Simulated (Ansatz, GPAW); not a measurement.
This is a calculation of SnSe2 for Ansatz 0.2.0. Atoms were shifted at random by some hundredths of an Å from the given cell, which wasn't relaxed again for these runs. 

The input input.yaml:

```yaml
crystal:
  lattice:
    - [3.811, 0.0, 0.0]
    - [-1.9055, 3.3004228138, 0.0]
    - [0.0, 0.0, 6.136]
  atoms:
    - { symbol: Sn, position: [-0.003073, -0.004042, -0.001879] }
    - { symbol: Se, position: [0.668986, 0.342353, 0.749469] }
    - { symbol: Se, position: [0.33318, 0.668456, 0.253169] }
kpoints:
  mp_grid: { grid: [8, 8, 5] }
scf:
  occupations: { method: fermi_dirac, width: 0.05 }
hamiltonian:
  xc: pbesol
  pseudopotentials: { kind: all_electron, lapw: { basis_error: 0.001 } }
output:
  forces: true
  stress: true
  eigenvalues: true
  populations: true
```

Potentials or basis: all-electron LAPW, scalar-relativistic.

The run is started by

```bash
$ ansatz run input.yaml --threads 2 --pin off --max-ram 8192MiB --backend cpu --events-out ev --progress --plain --runs-dir out
```

Q: What does the same run look like in GPAW 26.7.0 (ASE script)? Potentials or basis there: PAW data sets generated for this functional, cutoff 600 eV.

A: As run (cutoffs and basis follow the program's own potentials, and thresholds, step limits or extra output files can differ):

Contents of run.py:

```python
from ase import Atoms
from ase.dft.bandgap import bandgap
from ase.io import write
from ase.units import GPa
from gpaw import GPAW, PW, setup_paths

setup_paths.insert(0, '.')

atoms = Atoms(['Sn', 'Se', 'Se'],
              cell=[[3.811, 0.0, 0.0],
                    [-1.9055, 3.3004228138, 0.0],
                    [0.0, 0.0, 6.136]],
              scaled_positions=[[-0.003073, -0.004042, -0.001879],
                                [0.668986, 0.342353, 0.749469],
                                [0.33318, 0.668456, 0.253169]],
              pbc=True)

calc = GPAW(mode=PW(600),
            xc='PBEsol',
            kpts={'size': (8, 8, 5), 'gamma': True},
            occupations={'name': 'fermi-dirac', 'width': 0.05},
            nbands=24,
            convergence={'density': 1e-05, 'energy': 1e-05},
            maxiter=150,
            txt='gpaw.txt')
atoms.calc = calc
energy = atoms.get_potential_energy()
forces = atoms.get_forces()
stress = atoms.get_stress()
calc.write('gs.gpw')
write('result.traj', atoms)
print(f'Energy: {energy:.6f} eV')
print('Forces (eV/A):')
print(forces.round(4))
print('Stress (GPa):', (stress / GPa).round(3))
print('Fermi level:', round(calc.get_fermi_level(), 4), 'eV')
print(f'Gap: {bandgap(calc)[0]:.4f} eV, direct: {bandgap(calc, direct=True)[0]:.4f} eV')
```

Potentials or basis: PAW data sets generated in the run's folder for this functional, pw.

Launch:

```sh
$ gpaw-setup -f PBEsol Se Sn
$ OMP_NUM_THREADS=1 python run.py
```

Both were run:

|  | Ansatz | GPAW |
| --- | --- | --- |
| Pressure | 1.9 GPa | 1.7 GPa |
| Largest force | 0.609 eV/Å | 0.588 eV/Å |

Where Ansatz's input types no cutoff or centring, it takes its own default and a Γ-centred mesh.

The undisturbed cell isn't at this level's minimum, so the move can lower the energy.

Pressure is positive in compression.
